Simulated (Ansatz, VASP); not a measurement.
# One calculation of Sc, two programs

The input INCAR:

```
ALGO = Normal
EDIFF = 1E-6
ENCUT = 520
GGA = PS
ISIF = 2
ISMEAR = 0
LASPH = T
LCHARG = F
LREAL = F
LWAVE = F
NBANDS = 30
NELM = 100
PREC = Accurate
SIGMA = 0.1
```

The input KPOINTS:

```
k-points
0
Gamma
  4 4 4
```

Contents of POSCAR:

```
Sc
1.0
   -3.0880123167      3.0880123167      2.7062434742
    3.0880123167     -3.0880123167      2.7062434742
    3.0880123167      3.0880123167     -2.7062434742
Sc
4
Direct
    0.1637304900      0.3362695100      0.5000000000
    0.6637304900      0.1637304900      0.8274609700
    0.3362695100      0.8362695100      0.1725390300
    0.8362695100      0.6637304900      0.5000000000
```

Input for Ansatz:

```yaml
crystal:
  lattice:
    - [-3.0880123167, 3.0880123167, 2.7062434742]
    - [3.0880123167, -3.0880123167, 2.7062434742]
    - [3.0880123167, 3.0880123167, -2.7062434742]
  atoms:
    - { symbol: Sc, position: [0.16373049, 0.33626951, 0.5] }
    - { symbol: Sc, position: [0.66373049, 0.16373049, 0.82746097] }
    - { symbol: Sc, position: [0.33626951, 0.83626951, 0.17253903] }
    - { symbol: Sc, position: [0.83626951, 0.66373049, 0.5] }
basis:
  ecutwfc: 420
kpoints:
  mp_grid: { grid: [4, 4, 4] }
hamiltonian:
  xc: pbesol
scf:
  occupations: { method: gaussian, width: 0.1 }
  lower_state_search: "off"
output:
  forces: true
  stress: true
  eigenvalues: true
```

Alike in both runs: task single point; functional PBEsol; k mesh 4 × 4 × 4; occupations gaussian, width 0.1 eV; no spin polarisation.

```csv
,VASP,Ansatz
version,VASP 6.6.1,Ansatz 0.2.0
potentials or method,"VASP PAW PBE potentials, release 64 (Sc_sv)","scalar-relativistic, plane waves, PAW"
plane-wave cutoff (eV),520,420
valence electrons in the cell,44,44
```

|  | VASP | Ansatz | Ansatz less VASP |
| --- | --- | --- | --- |
| gap on the k mesh at the Fermi level (eV) | none | none | - |
| pressure (GPa) | -2.0 | -1.9 | +0.01 |
| largest component of the traceless stress (GPa) | 0.12 | 0.12 | +0.004 |
| rms of the force components (eV/Å) | 0.006 | 0.004 | -0.0019 |

Atom by atom the forces differ by 0.002 eV/Å (rms over components). A gap of «none» marks a metal or a gap that the smearing closes.

Caveats: the k mesh is coarse (spacing up to 0.39 Å⁻¹), so the values aren't converged; the PAW data sets were made with another functional, which shifts forces and pressure a little (VASP).
